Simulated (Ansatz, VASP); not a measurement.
Two plane-wave programs on Pd

Contents of INCAR:

```
SYSTEM = Pd
PREC     = Accurate       ! precision mode
ENCUT    = 600            ! plane-wave cutoff, eV
EDIFF    = 1E-6           ! SCF threshold, eV
ISMEAR   = 0              ! smearing method
SIGMA    = 0.1            ! smearing width, eV
LREAL    = .False.        ! projectors in reciprocal space
LASPH    = .True.         ! aspherical terms in the spheres
NELM     = 60             ! most SCF steps
ALGO     = Normal         ! electronic algorithm
ISIF     = 3              ! what is computed and relaxed
LWAVE    = .False.        ! write WAVECAR
LCHARG   = .False.        ! write CHGCAR
GGA      = RP             ! functional
IBRION   = 2              ! ionic algorithm
NSW      = 100            ! ionic steps
EDIFFG   = -0.005         ! ionic threshold
```

Contents of KPOINTS:

```
regular mesh
0
Gamma
  18 18 18
  0 0 0
```

The input POSCAR:

```
Pd
1.0
    0.0000000000      1.9928131037      1.9928131037
    1.9928131037      0.0000000000      1.9928131037
    1.9928131037      1.9928131037      0.0000000000
Pd
1
Direct
    0.0000000000      0.0000000000      0.0000000000
```

Input for Ansatz:

```yaml
crystal:
  lattice:
    - [0.0, 1.992813096, 1.992813096]
    - [1.992813096, 0.0, 1.992813096]
    - [1.992813096, 1.992813096, 0.0]
  atoms:
    - { symbol: Pd, position: [0.0, 0.0, 0.0] }
basis:
  ecutwfc: 420
kpoints:
  mp_grid: { grid: [18, 18, 18] }
hamiltonian:
  xc: rpbe
scf:
  occupations: { method: gaussian, width: 0.1 }
output:
  forces: true
  stress: true
  eigenvalues: true
relax:
  adjacent_minimum: "off"
  f_tol: 0.005
  max_steps: 80
  cell: { stress_tol: 0.05 }
```

Alike in both runs: task relaxation of cell and atoms; functional RPBE; k mesh 18 × 18 × 18; occupations gaussian, width 0.1 eV; no spin polarisation.

```csv
,VASP,Ansatz
version,VASP 6.6.1,Ansatz 0.2.0
potentials or method,"VASP PAW PBE potentials, release 64 (Pd)","scalar-relativistic, plane waves, PAW"
plane-wave cutoff (eV),600,420
valence electrons in the cell,10,18
```

```tsv
	VASP	Ansatz	Ansatz less VASP
gap on the k mesh at the Fermi level, each at its own relaxed structure (eV)	none	none	-
relaxed volume (Å³/atom)	15.72	15.76	+0.030
relaxed cell length with the largest relative difference (Å)	2.812	2.814	+0.0018
```

A gap of «none» marks a metal or a gap that the smearing closes. The two sets of potentials don't hold the same shells in valence.

Caveats: the PAW data sets were made with another functional, which shifts forces and pressure a little (VASP).
